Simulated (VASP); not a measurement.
A run of VASP 6.6.1:

INCAR

```
PREC = Accurate
ENCUT = 520
EDIFF = 1E-6
ISMEAR = 0
SIGMA = 0.1
LREAL = F
LASPH = T
NELM = 100
ALGO = Fast
ISIF = 2
LWAVE = F
LCHARG = F
NBANDS = 10
```

File KPOINTS:

```
regular mesh
0
Gamma
  8 8 8
```

Contents of POSCAR:

```
I
1.0
   -1.6174560000      1.6174560000      4.2648080000
    1.6174560000     -1.6174560000      4.2648080000
    1.6174560000      1.6174560000     -4.2648080000
I
1
Direct
    0.0000000000      0.0000000000      0.0000000000
```

Potentials or basis: VASP PAW LDA potentials, release 64 (I).

Run with:

```console
$ cat potpaw_LDA.64/I/POTCAR > POTCAR
$ mpirun -np 1 vasp_std > vasp.out
```

Hardware: 1 thread of Intel(R) Xeon(R) 6975P-C (Granite Rapids), with other jobs on the host.

Problem. How long does it take, and how much memory?

Solution. It took 14 s on 1 thread of Intel(R) Xeon(R) 6975P-C (Granite Rapids) (shared host), peak memory 0.18 GiB. Counts: scf iterations 13, k points 59.
